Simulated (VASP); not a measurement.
Input of a VASP 6.6.1 run:

The input INCAR:

```
SYSTEM = GePt
PREC = Normal
ENCUT = 520
EDIFF = 1E-4
ISMEAR = 0
SIGMA = 0.15
LREAL = .False.
LASPH = .True.
NELM = 60
ALGO = Fast
ISIF = 3
LWAVE = .False.
LCHARG = .False.
GGA = PE
IBRION = 2
NSW = 24
EDIFFG = -0.08
KPAR = 2
```

The input KPOINTS:

```
Automatic mesh
0
Gamma
  7 7 7
  0 0 0
```

POSCAR

```
GePt
1.0
    0.0000000000      2.7256711900      2.7256711900
    2.7256711900      0.0000000000      2.7256711900
    2.7256711900      2.7256711900      0.0000000000
Ge Pt
1 1
Direct
    0.5000000000      0.5000000000      0.5000000000
    0.0000000000      0.0000000000      0.0000000000
```

Potentials or basis: VASP PAW PBE potentials, release 64 (Ge_d, Pt).

Launch:

```sh
$ cat potpaw_PBE.64/Ge_d/POTCAR potpaw_PBE.64/Pt/POTCAR > POTCAR
$ mpirun -np 2 vasp_std > vasp.out
```

(1) Predict the relaxed volume.

(2) What does it give for the relaxed cell?

(3) Predict the space group after relaxing (to 0.05 Å).

(4) Predict the band gap on the k mesh.

Answers

(1) 17.71 Å³/atom.

(2) a = 3.686 Å, b = 3.686 Å, c = 3.686 Å, α = 60.00°, β = 60.00°, γ = 60.00°.

(3) Fm-3m (No. 225).

(4) none (metal or under the smearing width).
